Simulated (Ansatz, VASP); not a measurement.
# One calculation of Sb, two programs

Contents of INCAR:

```
PREC = Accurate
ENCUT = 520
EDIFF = 1E-7
ISMEAR = -1
SIGMA = 0.05
LREAL = False
LASPH = True
NELM = 80
ALGO = Normal
ISIF = 2
LWAVE = False
LCHARG = False
GGA = PE
NBANDS = 12
```

KPOINTS

```
Automatic mesh
0
Gamma
  9 9 9
```

Contents of POSCAR:

```
Sb
1.0
    2.1721063353      1.2540661774      3.7440000000
   -2.1721063353      1.2540661774      3.7440000000
    0.0000000000     -2.5081323547      3.7440000000
Sb
2
Direct
    0.2336400000      0.2336400000      0.2336400000
    0.7663600000      0.7663600000      0.7663600000
```

Input for Ansatz:

```yaml
crystal:
  lattice:
    - [2.1721063353, 1.2540661774, 3.744]
    - [-2.1721063353, 1.2540661774, 3.744]
    - [0.0, -2.5081323547, 3.744]
  atoms:
    - { symbol: Sb, position: [0.23364, 0.23364, 0.23364] }
    - { symbol: Sb, position: [0.76636, 0.76636, 0.76636] }
kpoints:
  mp_grid: { grid: [9, 9, 9] }
  band_path:
    path:
      - [0.0, 0.0, 0.0]
      - [0.5, 0.5, 0.5]
      - [0.7585374026, 0.2414625974, 0.5]
      - [0.5, -0.2414625974, 0.2414625974]
      - [0.5, 0.0, 0.0]
      - [0.0, 0.0, 0.0]
      - [0.3707312987, -0.3707312987, 0.0]
      - [0.6292687013, 0.0, 0.3707312987]
      - [0.5, 0.0, 0.5]
    npoints: 5
scf:
  occupations: { method: fermi_dirac, width: 0.05 }
hamiltonian:
  xc: pbe
  pseudopotentials: { kind: all_electron, lapw: { basis_error: 0.0005 } }
output:
  forces: true
  stress: true
  eigenvalues: true
```

Change from the starting cell: equal xx and yy strain of +1 %.

Alike in both runs: task single point; functional PBE; k mesh 9 × 9 × 9; occupations fermi-dirac, width 0.05 eV; no spin polarisation.

|  | VASP | Ansatz |
| --- | --- | --- |
| version | VASP 6.6.1 | Ansatz 0.2.0 |
| potentials or method | VASP PAW PBE potentials, release 64 (Sb) | all-electron LAPW, scalar-relativistic |
| plane-wave cutoff (eV) | 520 | see its input |

Ansatz gave:

```
pressure (GPa)                                  : 1.8
largest component of the traceless stress (GPa) : 0.09
rms of the force components (eV/Å)              : 0.064
```

Problem. Estimate VASP's values.

Solution. Pressure (GPa): 1.9; largest component of the traceless stress (GPa): 0.06; rms of the force components (eV/Å): 0.087.

Atom by atom the forces differ by 0.023 eV/Å (rms over components). Ansatz ran all-electron here, so the differences hold the error of VASP's frozen core and of both bases.

Caveats: spin-orbit coupling is left out, which moves the levels of the heavy elements; an odd mesh through Γ misses points on the zone boundary, where band edges often lie.
